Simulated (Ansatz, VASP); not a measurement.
## Fe: VASP beside Ansatz

```
Fe
1.0
    -1.44356    1.44356    1.44356
     1.44356   -1.44356    1.44356
     1.44356    1.44356   -1.44356
Fe
1
Direct
  0.00000 0.00000 0.00000
```

Alike in both runs: task single point; functional PBE; k mesh 20 × 20 × 20; occupations gaussian, width 0.1 eV; collinear spin.

|  | VASP | Ansatz |
| --- | --- | --- |
| version | VASP 6.6.1 | Ansatz 0.2.0 |
| potentials or method | VASP PAW PBE potentials, release 64 (Fe) | scalar-relativistic, plane waves, PAW |
| plane-wave cutoff (eV) | 520 | 420 |
| valence electrons in the cell | 8 | 16 |

|  | VASP | Ansatz | Ansatz less VASP |
| --- | --- | --- | --- |
| gap on the k mesh at the Fermi level (eV) | none | none | - |
| pressure (GPa) | -9.5 | -9.8 | -0.24 |
| net moment per atom (μB) | 2.29 | 2.26 | -0.027 |
| size of the moment on the site where the two differ most (μB) | 2.29 | 2.32 | +0.024 |

Site moments also hang on the region over which each program counts them. A gap of «none» marks a metal or a gap that the smearing closes. The two sets of potentials don't hold the same shells in valence.
